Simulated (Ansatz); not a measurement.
This Ansatz 0.2.0 run on Eu needs a look.

Contents of input.yaml:

```yaml
crystal:
  lattice:
    - [-2.303, 2.303, 2.303]
    - [2.303, -2.303, 2.303]
    - [2.303, 2.303, -2.303]
  atoms:
    - { symbol: Eu, position: [0.0, 0.0, 0.0], spin: -3.93 }
hamiltonian:
  xc: pbe
  pseudopotentials: { kind: paw }
  dispersion: d3bj
  hubbard: { sites: [{ species: Eu, l: g, u_eff: 30.0 }] }
magnetization:
  spin_polarized: true
kpoints:
  mp_grid: { grid: [6, 6, 6] }
scf:
  occupations: { method: gaussian, width: 0.1 }
  max_iter: 100
phonons:
  method: fd
  amplitude: 0.01
  supercell: [2, 2, 2]
```

Potentials or basis: Ansatz PAW.

Run with:

```bash
$ ansatz run input.yaml --threads 1 --pin off --max-ram 2560MiB --backend cpu --events-out ev --progress --plain --runs-dir out
```

Output:

```text
Error: YAML parse error: error: line 12 column 12: hamiltonian.hubbard: unknown variant `g`, expected one of `s`, `p`, `d`, `f`
  --> <input>:12:12
   |
10 |   pseudopotentials: { kind: paw }
11 |   dispersion: d3bj
12 |   hubbard: { sites: [{ species: Eu, l: g, u_eff: 30.0 }] }
   |            ^ hamiltonian.hubbard: unknown variant `g`, expected one of `s`, `p`, `d`, `f`
13 | magnetization:
14 |   spin_polarized: true
   |
```

Question: How did it end, and where is the flaw?

Answer: The program refused the input. The input holds a flaw that was put in on purpose: a U on a shell that isn't there (hamiltonian.hubbard = {"sites": [{"species": "Eu", "l": "g", "u_eff": 30.0}]}).
